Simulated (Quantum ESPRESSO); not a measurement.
# MgS (Niningerite): Wannier functions under several settings

```
S Mg
1.0
     0.00000    2.60165    2.60165
     2.60165    0.00000    2.60165
     2.60165    2.60165    0.00000
S Mg
1 1
Direct
  0.50000 0.50000 0.50000
  0.00000 0.00000 0.00000
```

All runs used Quantum ESPRESSO 7.5; potentials PseudoDojo 0.4.1 SR LDA standard; k mesh 5 × 5 × 5; given cell; no spin polarisation; cutoff 1143 eV; occupations fermi-dirac, width 0.05 eV.

```tsv
level	start	Wannier mesh	spread a function (Å²)	RMS miss of the bands (meV)
LDA	atomic projections with disentanglement	5 × 5 × 5	?	?
LDA	atomic projections with disentanglement, not minimised	5 × 5 × 5	3.39	47
LDA	SCDM with an erfc weight	5 × 5 × 5	3.72	146
LDA	SCDM on the occupied bands	5 × 5 × 5	0.78	23
```

Question: What stands in the row left open?

Answer: Spread a function 1.23 Å²; RMS miss of the bands 18 meV.

Caveats: the Wannier minimisation didn't converge (some runs).
